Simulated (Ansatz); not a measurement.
What strain does to MgO (Fm-3m)

MgO (started from an entry of an open crystallographic database), relaxed with r2SCAN in the plane-wave code Ansatz. It is cubic, Fm-3m (No. 225); conventional cell a = 4.204 Å, 9.29 Å³ an atom. Around Mg lie 6 O at 2.10 Å; around O lie 6 Mg at 2.10 Å.

The axes x, y and z are those of this cell:
```
Mg O
1.0
     0.00000    2.10217    2.10217
     2.10217    0.00000    2.10217
     2.10217    2.10217    0.00000
Mg O
1 1
Cartesian
  0.0000 0.0000 0.0000
  2.1022 2.1022 2.1022
```

Unstrained: The PBE gap is direct at Γ: 4.797 eV. The r2SCAN gap is direct at Γ: 5.685 eV. HSE06 gives a direct gap of 6.541 eV at Γ. Meshes: PBE 10×10×10, r2SCAN 10×10×10, HSE06 8×8×8. Strains are changes of length per length. After each strain the atoms were relaxed again with r2SCAN within the symmetry that the strain leaves, so tilts or polar shifts that break it weren't tested; points keep the names that they have in the unstrained zone. The values are computed, spin-unpolarised, and not measurements.

Changes of the least gap in eV (an overlap counts as a negative gap):
```json
{"strain": "uniaxial +5.99 % along y", "volume change (%)": "+6.0", "space group": "I4/mmm", "PBE": "-0.635", "r2SCAN": "-0.663", "HSE06": "-0.718", "energy rise, r2SCAN (meV/atom)": "25.4"}
{"strain": "biaxial -5.83 % in x and y, z held", "volume change (%)": "-11.3", "space group": "I4/mmm", "PBE": "+1.168", "r2SCAN": "+1.216", "HSE06": "+1.248", "energy rise, r2SCAN (meV/atom)": "99.4"}
```

Uniaxial +5.99 % along y, other directions held. HSE06: the gap goes from 6.541 to 5.823 eV (-0.718 eV); with r2SCAN the top three valence levels at Γ, degenerate before, become 1+2 from the top over 114 meV. Stress change with r2SCAN, compression positive: xx -5.03, yy -12.95, zz -5.03 GPa.

Biaxial -5.83 % in x and y, z held. HSE06: the gap goes from 6.541 to 7.789 eV (+1.248 eV); with r2SCAN the top three valence levels at Γ, degenerate before, become 1+2 from the top over 80 meV. Stress change with r2SCAN, compression positive: xx +34.67, yy +34.67, zz +12.47 GPa.

The meshes of the hybrids are coarse, so their gaps aren't converged to the digits shown.

The splittings at Γ are without spin-orbit coupling, which regroups them where it is of like size or larger.
